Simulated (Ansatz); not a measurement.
Si₂W: experiment and calculation

**The experiment to reproduce.**

From “Giant magnetoresistance, Fermi surface topology, Shoenberg effect and vanishing quantum oscillations in type-II Dirac semimetal candidates MoSi2 and WSi2”, 2022, arxiv:2202.05362, for a powder of Si2W: lattice constant a 3.21395 Å; lattice constant c 7.83128 Å.

How close the calculation comes is told below.

Level of theory: DFT PBE, scalar-relativistic, plane waves, PAW in Ansatz.

Settings: cutoff 420 eV, Γ-centred mesh 18×18×18 on the computed 3-atom cell, Gaussian smearing of 0.10 eV; no spin polarisation.

Relaxed structure, symmetry kept:

```yaml
crystal:
  lattice:
    - [-1.61453, 1.61453, 3.93355]
    - [1.61453, -1.61453, 3.93355]
    - [1.61453, 1.61453, -3.93355]
  atoms:
    - { symbol: Si, position: [0.33456, 0.33456, 0.00000] }
    - { symbol: Si, position: [0.66544, 0.66544, 0.00000] }
    - { symbol: W, position: [0.00000, 0.00000, 0.00000] }
```

```json
{"Space group": "I4/mmm (No. 139)", "Volume per atom": "13.67 Å³", "Formation energy from the elements' standard states (uncorrected)": "-0.339 eV/atom", "Kohn–Sham band gap": "none (metal)", "Density of states at the Fermi level": "0.22 states/eV per cell (so small that it hangs on the mesh: a semimetal, or crossings between mesh points)", "Löwdin character within 0.5 eV of the Fermi level": "W 5d 67 %, Si 3p 22 %, Si 3s 8 %", "Bulk modulus": "217 GPa", "Its pressure derivative": "4.4", "Bader charges (e)": "Si (2 in the cell) -0.05, W (1 in the cell) 0.10"}
```

Spin-orbit coupling is left out, which matters for the bands of heavy elements.

Measured lattice constant a of Si2W: 3.21395 Å (powder; the paper above). This calculation gives 3.229 Å (+0.5 %). Against the measured lattice constant c of Si2W, 7.83128 Å (powder; the paper above), the calculated 7.867 Å is off by +0.5 %. The calculation is for 0 K without zero-point motion.